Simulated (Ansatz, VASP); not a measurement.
## One calculation of PbS, two programs

```xyz
2
Lattice="4.0897 0.0000 0.0000 -2.0448 3.5418 0.0000 0.0000 0.0000 3.7882" Properties=species:S:1:pos:R:3 pbc="T T T"
Pb    0.0000    0.0000    0.0000
S     2.0448    1.1806    1.8941
```

Alike in both runs: task single point; functional PBEsol; k mesh 8 × 8 × 7; occupations fermi-dirac, width 0.05 eV; no spin polarisation.

|  | VASP | Ansatz |
| --- | --- | --- |
| version | VASP 6.6.1 | Ansatz 0.2.0 |
| potentials or method | VASP PAW PBE potentials, release 64 (Pb_d, S), cutoff 520 eV | all-electron LAPW, scalar-relativistic |

|  | VASP | Ansatz | Ansatz less VASP |
| --- | --- | --- | --- |
| gap on the k mesh at the Fermi level (eV) | 0.13 | 0.13 | -0.003 |
| least direct gap on the mesh (eV) | 1.59 | 1.59 | -0.004 |
| pressure (GPa) | -2.8 | -2.8 | +0.06 |
| largest component of the traceless stress (GPa) | 0.25 | 0.24 | -0.007 |

Ansatz ran all-electron here, so the differences hold the error of VASP's frozen core and of both bases.

Caveats: spin-orbit coupling is left out, which as a rule narrows the gap of such compounds by several tenths of an eV; an odd mesh through Γ misses points on the zone boundary, where band edges often lie; the PAW data sets were made with another functional, which shifts forces and pressure a little (VASP).
